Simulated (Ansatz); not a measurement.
Level of theory: DFT PBE, scalar-relativistic, plane waves, PAW (Ansatz 0.2.0). Settings: cutoff 420 eV, Γ-centred meshes spaced at most about 0.3 Å⁻¹, and about 0.25 Å⁻¹ or finer for metals (2π included), Gaussian smearing. No spin polarisation in the final relaxations.

All energies are static (0 K, no zero-point motion). All come from trial cells, and lower structures may exist.

Task: Which of these relaxed structures of P is the lowest in energy?
A. Space group Pm-3m (No. 221), cubic, a = 2.445 Å. Around P lie 6 P at 2.44 Å.
B. Space group P4_12_12 (No. 92), tetragonal, a = 3.119 Å, c = 13.379 Å. P has 4 P at 2.31–2.43 Å.
C. Space group P4_332 (No. 212), cubic, a = 4.040 Å. P is surrounded by 6 P at 2.47 Å.
D. Space group Im-3m (No. 229), cubic, a = 4.673 Å. Around P lie 4 P at 2.34 Å.

Result: A. It has the simple cubic type, space group Pm-3m (No. 221); the next, B, with space group P4_12_12 (No. 92), lies 279 meV/atom higher. Counting all near atoms (those within 1.25 times the shortest such distance or 1.15 times the sum of covalent radii, 1.27 where that leaves under three), the lowest has P 6 and the next has P 4.

Weakly bound directions are ill-defined at this level, which has no dispersion term (P4_12_12), and this can change margins and order among such cells. Cells relaxed within their symmetry can be saddle points. The part of the Crystallography Open Database at hand lists P in space groups No. 2, 13, 64, 123; no cell shown has one of them. Some types were kept out of the candidates beforehand, so the set may lack a known form.
